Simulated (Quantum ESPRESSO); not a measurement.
# BN (F-43m) in Quantum ESPRESSO: notebook

Runs on BN. Level: PBEsol+rVV10. Tasks: single point, equation of state.

Everything below comes from runs of Quantum ESPRESSO 7.5. Logs are shortened: lines on timing, memory, paths and dates and some standing lists are left out, and cuts for length are marked.

**Measured values to compare with.**

“Effect of nanostructuration on compressibility of cubic BN”, 2012, arxiv:1208.3664 quotes, for a bulk crystal of BN at 300 K: bulk modulus 395 ± 2 GPa.

How close the calculation comes is told below.

## 1. Starting point

Symmetry: F-43m, No. 216, cubic system. Conventional cell: a = 3.626 Å, b = 3.626 Å, c = 3.626 Å, α = 90.00°, β = 90.00°, γ = 90.00°. N (site symmetry -43m) has 4 B at 1.57 Å as nearest neighbours. B (site symmetry -43m) is surrounded by 4 N at 1.57 Å.

The cell is a database's computed one.

## 2. Single point, PBEsol+rVV10, 5.60 Å³/atom

File pw.in:

```
&CONTROL
  calculation = 'scf'
  prefix = 'pwscf'
  outdir = './tmp'
  pseudo_dir = './pseudo'
  tprnfor = .true.
  tstress = .true.
  disk_io = 'nowf'
/
&SYSTEM
  ibrav = 0
  nat = 2
  ntyp = 2
  ecutwfc = 84
  nbnd = 9
  input_dft = 'sla+pw+psx+psc+vv10'
  occupations = 'smearing'
  smearing = 'fd'
  degauss = 0.00367493
/
&ELECTRONS
  conv_thr = 4d-10
  electron_maxstep = 120
  mixing_beta = 0.5
/
ATOMIC_SPECIES
N     14.0070 N.upf
B     10.8100 B.upf
CELL_PARAMETERS angstrom
   0.0000000000    1.7759905947    1.7759905947
   1.7759905947    0.0000000000    1.7759905947
   1.7759905947    1.7759905947    0.0000000000
ATOMIC_POSITIONS crystal
N      0.2500000000    0.2500000000    0.2500000000
B      0.0000000000    0.0000000000    0.0000000000
K_POINTS automatic
13 13 13 0 0 0
```

Potentials or basis: PseudoDojo 0.4.1 SR PBEsol standard.

On the command line:

```bash
$ OMP_NUM_THREADS=1 pw.x -in pw.in > pw.out
```

pw.out:

```text
This program is part of the open-source Quantum ESPRESSO suite
     for quantum simulation of materials; please cite
         "P. Giannozzi et al., J. Phys.:Condens. Matter 21 395502 (2009);
         "P. Giannozzi et al., J. Phys.:Condens. Matter 29 465901 (2017);
         "P. Giannozzi et al., J. Chem. Phys. 152 154105 (2020);
     in publications or presentations arising from this work. More details at

     IMPORTANT: XC functional enforced from input :
     Exchange-correlation= SLA+PW+PSX+PSC+VV10
                           (   1   4  10   8  26   0   0)
     Any further DFT definition will be discarded
     Please, verify this is what you really want

     Message from routine setup:
     using ibrav=0 with symmetry is DISCOURAGED, use correct ibrav instead

     G-vector sticks info
     --------------------
     sticks:   dense  smooth     PW     G-vecs:    dense   smooth      PW
     Sum         511     511    163                 7799     7799    1459

     Using Slab Decomposition

     bravais-lattice index     =            0
     lattice parameter (alat)  =       4.7463  a.u.
     unit-cell volume          =      75.6047 (a.u.)^3
     number of atoms/cell      =            2
     number of atomic types    =            2
     number of electrons       =         8.00
     number of Kohn-Sham states=            9
     kinetic-energy cutoff     =      84.0000  Ry
     charge density cutoff     =     336.0000  Ry
     scf convergence threshold =      4.0E-10
     mixing beta               =       0.5000
     number of iterations used =            8  plain     mixing
     Exchange-correlation= SLA+PW+PSX+PSC+VV10
                           (   1   4  10   8  26   0   0)

     celldm(1)=   4.746293  celldm(2)=   0.000000  celldm(3)=   0.000000
     celldm(4)=   0.000000  celldm(5)=   0.000000  celldm(6)=   0.000000

     crystal axes: (cart. coord. in units of alat)
               a(1) = (   0.000000   0.707107   0.707107 )
               a(2) = (   0.707107   0.000000   0.707107 )
               a(3) = (   0.707107   0.707107   0.000000 )

     reciprocal axes: (cart. coord. in units 2 pi/alat)
               b(1) = ( -0.707107  0.707107  0.707107 )
               b(2) = (  0.707107 -0.707107  0.707107 )
               b(3) = (  0.707107  0.707107 -0.707107 )

     PseudoPot. # 1 for N  read from file:
     N.upf
     Pseudo is Norm-conserving + core correction, Zval =  5.0
     Generated using ONCVPSP code by D. R. Hamann
     Using radial grid of 1058 points,  4 beta functions with:
                l(1) =   0
                l(2) =   0
                l(3) =   1
                l(4) =   1

     PseudoPot. # 2 for B  read from file:
     B.upf
     Pseudo is Norm-conserving + core correction, Zval =  3.0
     Generated using ONCVPSP code by D. R. Hamann
     Using radial grid of 1534 points,  4 beta functions with:
                l(1) =   0
                l(2) =   0
                l(3) =   1
                l(4) =   1

     atomic species   valence    mass     pseudopotential
     N                 5.00    14.00700     N ( 1.00)
     B                 3.00    10.81000     B ( 1.00)

     24 Sym. Ops. (no inversion) found

   Cartesian axes

     site n.     atom                  positions (alat units)
         1        N      tau(   1) = (   0.3535534   0.3535534   0.3535534  )
         2        B      tau(   2) = (   0.0000000   0.0000000   0.0000000  )

     number of k points=    84  Fermi-Dirac smearing, width (Ry)=  0.0037
                       cart. coord. in units 2pi/alat
        k(    1) = (   0.0000000   0.0000000   0.0000000), wk =   0.0009103
        k(    2) = (   0.0543928   0.0543928  -0.0543928), wk =   0.0072827
        k(    3) = (   0.1087857   0.1087857  -0.1087857), wk =   0.0072827
        k(    4) = (   0.1631785   0.1631785  -0.1631785), wk =   0.0072827
        k(    5) = (   0.2175713   0.2175713  -0.2175713), wk =   0.0072827
        k(    6) = (   0.2719641   0.2719641  -0.2719641), wk =   0.0072827
[... 76 lines left out ...]
        k(   83) = (   0.0000000  -0.4351426   0.6527140), wk =   0.0218480
        k(   84) = (  -0.0543928  -0.3807498   0.7071068), wk =   0.0218480

     Dense  grid:     7799 G-vectors     FFT dimensions: (  27,  27,  27)

     Initial potential from superposition of free atoms

     starting charge       7.9997, renormalised to       8.0000

Carrying out rVV10 run using the following parameters:
Nqs =      20    Nr_points =    1024   r_max =   100.000
b_value =  6.30000    beta =  0.00901
     q_mesh =  0.00010000  0.00030000  0.00058939  0.00100810
               0.00161396  0.00249058  0.00375900  0.00559430
               0.00824984  0.01209221  0.01765183  0.02569619
               0.03733578  0.05417739  0.07854596  0.11380545
               0.16482331  0.23864234  0.34545298  0.50000000

Gradients computed in Reciprocal space

     Starting wfcs are    8 randomized atomic wfcs +    1 random wfcs

     Self-consistent Calculation

     iteration #  1     ecut=    84.00 Ry     beta= 0.50
     Davidson diagonalization with overlap
     ethr =  1.00E-02,  avg # of iterations =  5.1

     total energy              =     -26.68658455 Ry
     estimated scf accuracy    <       0.20962438 Ry

     iteration #  2     ecut=    84.00 Ry     beta= 0.50
     Davidson diagonalization with overlap
     ethr =  2.62E-03,  avg # of iterations =  1.0

     total energy              =     -26.72001524 Ry
     estimated scf accuracy    <       0.01881662 Ry

     iteration #  3     ecut=    84.00 Ry     beta= 0.50
     Davidson diagonalization with overlap
     ethr =  2.35E-04,  avg # of iterations =  1.1
[... 22 lines left out ...]
     total energy              =     -26.72104886 Ry
     estimated scf accuracy    <          9.6E-09 Ry

     iteration #  7     ecut=    84.00 Ry     beta= 0.50
     Davidson diagonalization with overlap
     ethr =  1.20E-10,  avg # of iterations =  3.6

     total energy              =     -26.72104888 Ry
     estimated scf accuracy    <          4.1E-09 Ry

     iteration #  8     ecut=    84.00 Ry     beta= 0.50
     Davidson diagonalization with overlap
     ethr =  5.06E-11,  avg # of iterations =  1.0

     End of self-consistent calculation

          k = 0.0000 0.0000 0.0000 (   941 PWs)   bands (ev):

    -8.8925  11.9986  11.9986  11.9986  21.0612  21.0612  21.0612  23.0558
    37.3456

          k = 0.0544 0.0544-0.0544 (   950 PWs)   bands (ev):

    -8.7410  11.1761  11.8325  11.8325  21.2885  21.3119  21.3119  23.5252
    37.0351

          k = 0.1088 0.1088-0.1088 (   968 PWs)   bands (ev):

    -8.2906   9.2263  11.4182  11.4182  21.6728  21.9122  21.9122  24.6711
    36.3536

          k = 0.1632 0.1632-0.1632 (   965 PWs)   bands (ev):

    -7.5559   6.8626  10.9197  10.9197  22.0471  22.5272  22.5272  25.8670
    35.7723
[... 388 lines left out ...]
    -2.7945   3.3776   5.5882   5.7345  19.4366  23.9678  27.8020  29.8805
    32.1721

          k = 0.0000-0.4351 0.6527 (   984 PWs)   bands (ev):

    -2.5921   3.6978   4.3748   5.9887  20.4722  25.3010  27.0206  28.9194
    31.7942

          k =-0.0544-0.3807 0.7071 (   985 PWs)   bands (ev):

    -2.6081   3.7875   4.6208   5.5039  21.4992  25.4623  26.7175  28.1368
    31.7053

     the Fermi energy is    14.2265 ev

!    total energy              =     -26.72104888 Ry
     estimated scf accuracy    <          9.7E-11 Ry
     smearing contrib. (-TS)   =       0.00000000 Ry
     internal energy E=F+TS    =     -26.72104888 Ry

     The total energy is F=E-TS. E is the sum of the following terms:
     one-electron contribution =       5.39392284 Ry
     hartree contribution      =       3.41485380 Ry
     xc contribution           =      -8.72170466 Ry
     ewald contribution        =     -26.80812087 Ry

     convergence has been achieved in   8 iterations

     Forces acting on atoms (cartesian axes, Ry/au):

     atom    1 type  1   force =     0.00000000   -0.00000000   -0.00000000
     atom    2 type  2   force =    -0.00000000   -0.00000000   -0.00000000

     Total force =     0.000000     Total SCF correction =     0.000000

     Computing stress (Cartesian axis) and pressure

          total   stress  (Ry/bohr**3)                   (kbar)     P=      169.90
   0.00115497   0.00000000  -0.00000000          169.90        0.00       -0.00
  -0.00000000   0.00115497  -0.00000000           -0.00      169.90       -0.00
  -0.00000000  -0.00000000   0.00115497           -0.00       -0.00      169.90

=------------------------------------------------------------------------------=
   JOB DONE.
=------------------------------------------------------------------------------=
```

It took 5 s on 1 thread of Intel Xeon 6985P-C at 2.30GHz (Granite Rapids), shared host; peak memory 0.09 GiB.

Results:

- Free energy: -363.5584 eV
- Pressure: 17.0 GPa
- Band gap on the k mesh: 4.38 eV, indirect (least direct gap 9.06 eV)

Caveat: rVV10's parameter b was fitted to another functional; an odd mesh through Γ misses points on the zone boundary, where band edges often lie.

## 3. Single point, PBEsol+rVV10, 5.72 Å³/atom

pw.in, as its differences from that of step 2:

```diff
@@ -29,5 +29,5 @@
 CELL_PARAMETERS angstrom
-   0.0000000000    1.7759905947    1.7759905947
-   1.7759905947    0.0000000000    1.7759905947
-   1.7759905947    1.7759905947    0.0000000000
+   0.0000000000    1.7884979828    1.7884979828
+   1.7884979828    0.0000000000    1.7884979828
+   1.7884979828    1.7884979828    0.0000000000
 ATOMIC_POSITIONS crystal
```

Potentials or basis: PseudoDojo 0.4.1 SR PBEsol standard.

On the command line:

```bash
$ OMP_NUM_THREADS=1 pw.x -in pw.in > pw.out
```

It took 5 s on 1 thread of Intel Xeon 6985P-C at 2.30GHz (Granite Rapids), shared host; peak memory 0.09 GiB.

The run converged. Its results:

```
Free energy            : -363.5767 eV
Pressure               : 7.8 GPa
Band gap on the k mesh : 4.36 eV, indirect (least direct gap 8.96 eV)
```

Caveat: rVV10's parameter b was fitted to another functional; an odd mesh through Γ misses points on the zone boundary, where band edges often lie.

## 4. Single point, PBEsol+rVV10, 5.84 Å³/atom

pw.in, as its differences from that of step 3:

```diff
@@ -29,5 +29,5 @@
 CELL_PARAMETERS angstrom
-   0.0000000000    1.7884979828    1.7884979828
-   1.7884979828    0.0000000000    1.7884979828
-   1.7884979828    1.7884979828    0.0000000000
+   0.0000000000    1.8008328414    1.8008328414
+   1.8008328414    0.0000000000    1.8008328414
+   1.8008328414    1.8008328414    0.0000000000
 ATOMIC_POSITIONS crystal
```

On the command line:

```bash
$ OMP_NUM_THREADS=1 pw.x -in pw.in > pw.out
```

Wall time 5 s (1 thread of Intel Xeon 6985P-C at 2.30GHz (Granite Rapids), shared host); peak memory 0.09 GiB.

The run converged. Its results:

```yaml
Free_energy: -363.5820 eV
Pressure: -0.6 GPa
Band_gap_on_the_k_mesh: 4.33 eV, indirect (least direct gap 8.86 eV)
```

Caveat: rVV10's parameter b was fitted to another functional; an odd mesh through Γ misses points on the zone boundary, where band edges often lie.

## 5. Single point, PBEsol+rVV10, 5.96 Å³/atom

pw.in, as its differences from that of step 4:

```diff
@@ -29,5 +29,5 @@
 CELL_PARAMETERS angstrom
-   0.0000000000    1.8008328414    1.8008328414
-   1.8008328414    0.0000000000    1.8008328414
-   1.8008328414    1.8008328414    0.0000000000
+   0.0000000000    1.8130010000    1.8130010000
+   1.8130010000    0.0000000000    1.8130010000
+   1.8130010000    1.8130010000    0.0000000000
 ATOMIC_POSITIONS crystal
```

On the command line:

```bash
$ OMP_NUM_THREADS=1 pw.x -in pw.in > pw.out
```

Run time: 5.1 s. Hardware: 1 thread of Intel Xeon 6985P-C at 2.30GHz (Granite Rapids), shared host; peak memory 0.09 GiB.

The run converged. Its results:

```
Free energy            : -363.5754 eV
Pressure               : -8.2 GPa
Band gap on the k mesh : 4.30 eV, indirect (least direct gap 8.76 eV)
```

Caveat: rVV10's parameter b was fitted to another functional; an odd mesh through Γ misses points on the zone boundary, where band edges often lie.

## 6. Single point, PBEsol+rVV10, 6.08 Å³/atom

pw.in, as its differences from that of step 5:

```diff
@@ -29,5 +29,5 @@
 CELL_PARAMETERS angstrom
-   0.0000000000    1.8130010000    1.8130010000
-   1.8130010000    0.0000000000    1.8130010000
-   1.8130010000    1.8130010000    0.0000000000
+   0.0000000000    1.8250079791    1.8250079791
+   1.8250079791    0.0000000000    1.8250079791
+   1.8250079791    1.8250079791    0.0000000000
 ATOMIC_POSITIONS crystal
```

Potentials or basis: PseudoDojo 0.4.1 SR PBEsol standard.

On the command line:

```bash
$ OMP_NUM_THREADS=1 pw.x -in pw.in > pw.out
```

It took 5.2 s on 1 thread of Intel Xeon 6985P-C at 2.30GHz (Granite Rapids), shared host; peak memory 0.09 GiB.

Results (log left out):

- Free energy: -363.5581 eV
- Pressure: -15.1 GPa
- Band gap on the k mesh: 4.28 eV, indirect (least direct gap 8.67 eV)

Caveat: rVV10's parameter b was fitted to another functional; an odd mesh through Γ misses points on the zone boundary, where band edges often lie.

## 7. Single point, PBEsol+rVV10, 6.20 Å³/atom

pw.in, as its differences from that of step 6:

```diff
@@ -29,5 +29,5 @@
 CELL_PARAMETERS angstrom
-   0.0000000000    1.8250079791    1.8250079791
-   1.8250079791    0.0000000000    1.8250079791
-   1.8250079791    1.8250079791    0.0000000000
+   0.0000000000    1.8368590123    1.8368590123
+   1.8368590123    0.0000000000    1.8368590123
+   1.8368590123    1.8368590123    0.0000000000
 ATOMIC_POSITIONS crystal
```

On the command line:

```bash
$ OMP_NUM_THREADS=1 pw.x -in pw.in > pw.out
```

It took 5.2 s on 1 thread of Intel Xeon 6985P-C at 2.30GHz (Granite Rapids), shared host; peak memory 0.09 GiB.

The run converged. Its results:

```
Free energy            : -363.5309 eV
Pressure               : -21.4 GPa
Band gap on the k mesh : 4.25 eV, indirect (least direct gap 8.58 eV)
```

Caveat: rVV10's parameter b was fitted to another functional; an odd mesh through Γ misses points on the zone boundary, where band edges often lie.

## 8. Single point, PBEsol+rVV10, 6.32 Å³/atom

pw.in, as its differences from that of step 7:

```diff
@@ -29,5 +29,5 @@
 CELL_PARAMETERS angstrom
-   0.0000000000    1.8368590123    1.8368590123
-   1.8368590123    0.0000000000    1.8368590123
-   1.8368590123    1.8368590123    0.0000000000
+   0.0000000000    1.8485590667    1.8485590667
+   1.8485590667    0.0000000000    1.8485590667
+   1.8485590667    1.8485590667    0.0000000000
 ATOMIC_POSITIONS crystal
```

On the command line:

```bash
$ OMP_NUM_THREADS=1 pw.x -in pw.in > pw.out
```

Run time: 5.3 s. Hardware: 1 thread of Intel Xeon 6985P-C at 2.30GHz (Granite Rapids), shared host; peak memory 0.09 GiB.

It converged, with:

```
Free energy            : -363.4948 eV
Pressure               : -27.1 GPa
Band gap on the k mesh : 4.22 eV, indirect (least direct gap 8.48 eV)
```

Caveat: rVV10's parameter b was fitted to another functional; an odd mesh through Γ misses points on the zone boundary, where band edges often lie.

## 9. Equation of state, PBEsol+rVV10

Potentials or basis: PseudoDojo 0.4.1 SR PBEsol standard.

No new run: the results of the series are fitted here.

Results:

```yaml
Equilibrium_volume: 5.83 Å³/atom
Bulk_modulus: 393 GPa
Pressure_derivative_of_the_bulk_modulus: 3.7
```

Energy against volume, from the lowest point:
```tsv
volume (Å³/atom)	energy (meV/atom)
5.602	11.81
5.721	2.64
5.840	0.00
5.959	3.29
6.078	11.98
6.198	25.57
6.317	43.63
```

Caveat: rVV10's parameter b was fitted to another functional.

## 10. How close it comes

Step 9. A measured bulk modulus of BN is 395 GPa (300 K; quoted in “Effect of nanostructuration on compressibility of cubic BN”, 2012, arxiv:1208.3664); the calculated 393 GPa misses it by -0.6 %. The fit is for a static lattice scaled at fixed shape and fixed fractional positions.
